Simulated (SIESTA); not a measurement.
PbS (Galena):

```
Pb S
1.0
     0.00000    2.96575    2.96575
     2.96575    0.00000    2.96575
     2.96575    2.96575    0.00000
Pb S
1 1
Direct
  0.00000 0.00000 0.00000
  0.50000 0.50000 0.50000
```

Base run:

```yaml
Program: SIESTA 5.4.2
Functional: PBE
Potentials_or_basis: PseudoDojo 0.4 standard (PBE files)
Basis: SZ (energy shift 0.002 Ry)
Grid_cutoff: 500 Ry
Energy_shift: 0.002 Ry
k_mesh: 8 × 8 × 8
Occupations: fermi-dirac, width 0.05 eV
Spin: no spin polarisation
```

Its results: band gap on the k mesh 0.59 eV, direct; pressure 7.2 GPa.

Q: The run is repeated on the same cell with these changes: basis from SZ (energy shift 0.002 Ry) to DZP (energy shift 0.002 Ry); k mesh from 8 × 8 × 8 to 6 × 6 × 6. What comes out?

A: Band gap on the k mesh 0.42 eV, direct; pressure 2.9 GPa.

Several settings changed at once, so the effect can't be laid on one alone.

Caveats: spin-orbit coupling is left out, which as a rule narrows the gap of such compounds by several tenths of an eV; the basis of atomic orbitals isn't converged, which shifts pressures, moduli and gaps; the basis has no polarisation orbitals (some runs); the basis holds too few empty states to meet the f-sum rule, so the spectrum is short of weight at high energy (some runs); semicore shells carry a single zeta, which can move pressures by several GPa and volumes by a few percent (some runs).
